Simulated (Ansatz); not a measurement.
**CdS (CsCl type): a single-point run**

Aim: a sound single-point run of CdS (CsCl type). The structure is shown as the input types it.

Program: Ansatz 0.2.0. Level of theory: Kohn-Sham DFT, with the functional, basis and potentials that each input names (as first typed). These are calculated values, not measurements.

## 1. The system as given

It takes space group Pm-3m (No. 221, cubic). Conventional cell: a = 3.112 Å, b = 3.112 Å, c = 3.112 Å, α = 90.00°, β = 90.00°, γ = 90.00°. Around Cd (site symmetry m-3m) lie 8 S at 2.70 Å. S (site symmetry m-3m) is surrounded by 8 Cd at 2.70 Å.

As a file:

```
CELL_PARAMETERS angstrom
3.11208 0.00000 0.00000
0.00000 3.11208 0.00000
0.00000 0.00000 3.11208
ATOMIC_POSITIONS crystal
Cd 0.00000 0.00000 0.00000
S 0.50000 0.50000 0.50000
```

## 2. The run

Input file input.yaml:

```yaml
crystal:
  lattice:
    - [3.1120799152, 0.0, 0.0]
    - [0.0, 3.1120799152, 0.0]
    - [0.0, 0.0, 3.1120799152]
  atoms:
    - { symbol: Cd, position: [0.0, 0.0, 0.0] }
    - { symbol: S, position: [0.5, 0.5, 0.5] }
kpoints:
  mp_grid: { grid: [14, 14, 14] }
scf:
  occupations: { method: fermi_dirac, width: 0.05 }
  max_iter: 50
hamiltonian:
  xc: pbe
  pseudopotentials: { kind: nc }
output:
  forces: true
  stress: true
  eigenvalues: true
  populations: true
magnetization:
  spin_polarized: true
  spin_orbit: true
```

Launch:

```
$ ansatz run input.yaml --threads 1 --pin off --max-ram 2048MiB --backend cpu --events-out ev --progress --plain --runs-dir out
```

Q: Will this input give a usable result? If not, why, and what should change?

Nothing was computed: the input was turned down at the start. It says: «2 input errors — fix all and re-run 1. inconsistent input (magnetization.spin_orbit, magnetization.noncollinear): true requires noncollinear: true — spin–orbit coupling acts on 2-spinor wavefunctions; set both flags»

Look at the input: magnetization.spin_orbit is true. Spin-orbit coupling needs two-component spinors and fully relativistic potentials, and the input doesn't provide both.

Remedy: delete magnetization.spin_orbit (the default then holds).
